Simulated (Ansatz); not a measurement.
# PbS: what symmetry allows forces and stress to be

```
Pb S
1.0
     3.88738    0.00000    0.00000
     0.00000    3.66816    0.00000
     0.00000    0.00000    3.66816
Pb S
1 1
Direct
  0.93158 0.00000 0.00000
  0.56842 0.50000 0.50000
```

Method: DFT PBEsol, scalar-relativistic, plane waves, PAW in Ansatz 0.2.0.

Settings: cutoff 420 eV, Γ-centred mesh 10×10×10 on the computed 2-atom cell, Gaussian smearing of 0.10 eV; no spin polarisation.

This distorted cell has space group P4mm, with 8 operations.

**Question.** Without a calculation: in which directions can each atom feel a force?

**Answer.** A force must be left unchanged by every operation that keeps its atom in place, so it lies in the space that those operations leave fixed. Atoms that the group maps onto each other feel forces of one size.
```csv
atom,site symmetry,operations at the site,equivalent to atom,allowed force (Cartesian)
Pb1,4mm,8,1,"along (1.00, 0.00, 0.00)"
S2,4mm,8,2,"along (1.00, 0.00, 0.00)"
```

That leaves 2 independent force components of 6, tied by 1 condition that the forces sum to zero, so 1 remains. A relaxation in this cell that keeps the symmetry moves the atoms in these directions alone.

**Question.** And the stress tensor?

**Answer.** It must be invariant under the point group, which leaves 2 independent components: yz, xz, xy vanish; yy = zz.

**Question.** Do the computed values obey this?

**Answer.** Yes. Forces (eV/Å):
```
Pb1 -0.267  0.000  0.000
S2   0.267  0.000  0.000
```

Stress (GPa, compression positive, xx yy zz yz xz xy): -3.35 -3.41 -3.41 0.00 0.00 0.00. The program imposes the same operations on density, forces and stress, so this confirms the analysis and is no independent test of the calculation.

Spin–orbit coupling is left out, which can shift energies with elements as heavy as these.

This CsCl-type form isn't the usual stable structure of the compound.